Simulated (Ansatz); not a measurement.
Crystal: Ti.

```
Ti
1.0
    -1.64100    1.64100    1.64100
     1.64100   -1.64100    1.64100
     1.64100    1.64100   -1.64100
Ti
1
Direct
  0.00000 0.00000 0.00000
```

This isn't the form of Ti at room conditions, which is hcp.

Program: Ansatz 0.2.0. Alike in all runs: potentials or basis Ansatz PAW; no spin polarisation; cell as given; smearing fermi-dirac 0.05 eV. Hardware: 2 threads of Intel(R) Xeon(R) Processor @ 2.70GHz, with other jobs on the host.

Task: Order these runs on this cell by their wall time, lowest first.
A. task band structure; level HSE03; k mesh 6 × 6 × 6; cutoff (eV) 420; points for each segment of the path 4; mesh quality coarse
B. task band structure; level r2SCAN; k mesh 11 × 11 × 11; cutoff (eV) 500; points for each segment of the path 14; mesh quality not flagged
C. task single point; level r2SCAN50; k mesh 6 × 6 × 6; cutoff (eV) 500; mesh quality coarse

Result: B (1.5 s), C (17 s), A (40 s).

Caveats: some runs use coarse meshes.

Not every run made on this cell is shown here.
